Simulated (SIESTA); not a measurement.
Runs of SIESTA 5.4.2 on Pb. Symmetry: Fm-3m, No. 225, cubic system. The conventional cell has a = 4.950 Å, b = 4.950 Å, c = 4.950 Å, α = 90.00°, β = 90.00°, γ = 90.00°. Pb (site symmetry m-3m) is surrounded by 12 Pb at 3.50 Å. 

| task | potentials or basis | spin | cell | k mesh | optimiser | force tolerance | mesh quality | gap on the mesh (eV) | pressure (GPa) | relaxed volume (Å³/atom) |
| --- | --- | --- | --- | --- | --- | --- | --- | --- | --- | --- |
| relaxation of cell and atoms | PseudoDojo 0.4 standard (PBE files), DZDP (energy shift 0.003 Ry; two zetas on semicore shells) | off | relaxed | 6 × 6 × 6 | CG | 0.02 eV/Å | coarse | none | -0.1 | 32.91 |
| band structure | PseudoDojo 0.4 standard (PBE files, fully relativistic), DZP (energy shift 0.003 Ry; two zetas on semicore shells) | non-collinear, zero start, SOC | as given | 9 × 9 × 9 | - | - | not flagged | none | (b) | - |
| relaxation of cell and atoms | PseudoDojo 0.4 standard (PBE files), DZP (energy shift 0.003 Ry; two zetas on semicore shells) | off | relaxed | 6 × 6 × 6 | CG | 0.02 eV/Å | coarse | none | 0.0 | (a) |
| relaxation of cell and atoms | PseudoDojo 0.4 standard (PBE files), DZ (energy shift 0.003 Ry; two zetas on semicore shells) | off | relaxed | 6 × 6 × 6 | CG | 0.02 eV/Å | coarse | none | 0.0 | 33.04 |
| band structure | PseudoDojo 0.4 standard (PBE files), DZP (energy shift 0.003 Ry; two zetas on semicore shells) | off | as given | 9 × 9 × 9 | - | - | not flagged | none | 2.8 | - |

Alike in all rows: level PBE; smearing fermi-dirac 0.05 eV; grid cutoff 500 Ry; energy shift 0.003 Ry.

Question: Fill in the values left out.

Answer: (a) 33.31; (b) 2.7.

Caveats: some runs use coarse meshes; the basis of atomic orbitals isn't converged, which shifts pressures, moduli and gaps; the basis has no polarisation orbitals (some runs); spin-orbit coupling is left out, which moves the levels of the heavy elements (some runs).

A k mesh can miss the band edges, and rows without SOC leave out spin-orbit coupling on Pb.

A gap of «none» marks a metal or a gap under the smearing width.
